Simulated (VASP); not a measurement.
The system is RbCl.

```
Rb Cl
1.0
     0.00000    3.27400    3.27400
     3.27400    0.00000    3.27400
     3.27400    3.27400    0.00000
Rb Cl
1 1
Direct
  0.00000 0.00000 0.00000
  0.50000 0.50000 0.50000
```

Base run:

- Program: VASP 6.6.1
- Functional: PBEsol
- Potentials or basis: VASP PAW PBE potentials, release 64 (Rb_sv, Cl)
- Cutoff: 520 eV
- k mesh: 8 × 8 × 8
- Occupations: gaussian, width 0.02 eV
- Spin: no spin polarisation

Its results: band gap on the k mesh 4.89 eV, direct.

Q: The run is repeated on the same cell with these changes: functional from PBEsol to LDA; potentials or basis from VASP PAW PBE potentials, release 64 (Rb_sv, Cl) to VASP PAW LDA potentials, release 64 (Rb_sv, Cl). What comes out?

A: Band gap on the k mesh 4.60 eV, direct.
